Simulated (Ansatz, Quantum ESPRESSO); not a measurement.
# graphene, 1 layer against a metal electrode: the electrode's level over the Fermi level at a withheld member of a series

Method. Quantum ESPRESSO 7.5, PBE, GBRV ultrasoft. The slab is relaxed neutral under PBE-D3(BJ), then held. ESM with bc3: vacuum below and a metal electrode about 6 Å above the top atoms. Fermi-Dirac smearing of 0.004 Ry and a dense mesh. Charges are set per cell from the starting area. The series steps the charge of the slab (positive: electrons removed).

| charge of the slab | electrode's level over the Fermi level (eV) |
| --- | --- |
| 1 ×10¹³ e/cm² | 5.429 |
| 2 ×10¹³ e/cm² | 6.452 |
| 3 ×10¹³ e/cm² | 7.444 |
| 4.5 ×10¹³ e/cm² | 8.906 |
| 6 ×10¹³ e/cm² | 10.349 |
| 7 ×10¹³ e/cm² | 11.309 |

To predict: What is the electrode's level over the Fermi level at 8 ×10¹³ e/cm²?

**Fit.** The rows at 6 ×10¹³ e/cm² and 7 ×10¹³ e/cm² give a slope of (11.309 − (10.349))/(7 − (6)) = 0.96, so a straight line gives 12.269 eV. A parabola through these and the row at 4.5 ×10¹³ e/cm² gives 12.267 eV.

**Check.** 12.263 eV. The line misses by +0.006 and the parabola by +0.004 eV. Both misses are under 5 % of the step from the nearer row.

**Limits.** Vacuum fills the gap; ions don't answer the charge; added electrons can spill towards the electrode at the most negative charges. Members without a usable value, or on the other side of zero field or charge, are not listed.
